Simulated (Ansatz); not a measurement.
## Na2S: changing the share of exact exchange

```cif
data_structure
_symmetry_space_group_name_H-M 'Fm-3m'
_symmetry_Int_Tables_number 225
_cell_length_a 6.5470
_cell_length_b 6.5470
_cell_length_c 6.5470
_cell_angle_alpha 90.000
_cell_angle_beta 90.000
_cell_angle_gamma 90.000
_cell_volume 280.63
loop_
_atom_site_label
_atom_site_type_symbol
_atom_site_symmetry_multiplicity
_atom_site_Wyckoff_symbol
_atom_site_fract_x
_atom_site_fract_y
_atom_site_fract_z
_atom_site_occupancy
S1 S 4 a 0.00000 0.00000 0.00000 1
Na1 Na 8 c 0.25000 0.25000 0.75000 1
```

Kept alike: task single point; functional HSE06 form with a typed share of exact exchange; k mesh 4 × 4 × 4; occupations fermi-dirac, width 0.05 eV; no spin polarisation. Program: Ansatz, Ansatz PAW, cutoff 420 eV. Screening held at 0.2 Å⁻¹. The mesh is that of the run's cell of 3 atoms. No spin-orbit coupling.

```tsv
share of exact exchange, α	band gap (eV)	pressure (GPa)
0.05	2.673	0.16
0.1	2.872	0.04
0.15	3.074	-0.08
0.2	3.279	-0.20
0.25	?	?
0.3	3.695	-0.44
0.4	4.120	-0.66
0.5	4.552	-0.88
```

The k mesh is coarse, so the values aren't converged. Pressure is positive in compression, with a Pulay correction for the finite cutoff. A gap read on the mesh alone can miss an edge between its points. All rows use potentials made for PBE. The mesh is thin for exact exchange.

Task: Fit the rows shown and predict the run at 0.25.

Result: A least-squares line through the rows shown is band gap = 4.1773 α + 2.4519 (largest miss 0.0122); at α = 0.25 it gives 3.496 eV. A least-squares line through the rows shown is pressure = -2.317 α + 0.268 (largest miss 0.013); at α = 0.25 it gives -0.31 GPa. The run gave: band gap 3.486 eV; pressure -0.32 GPa.
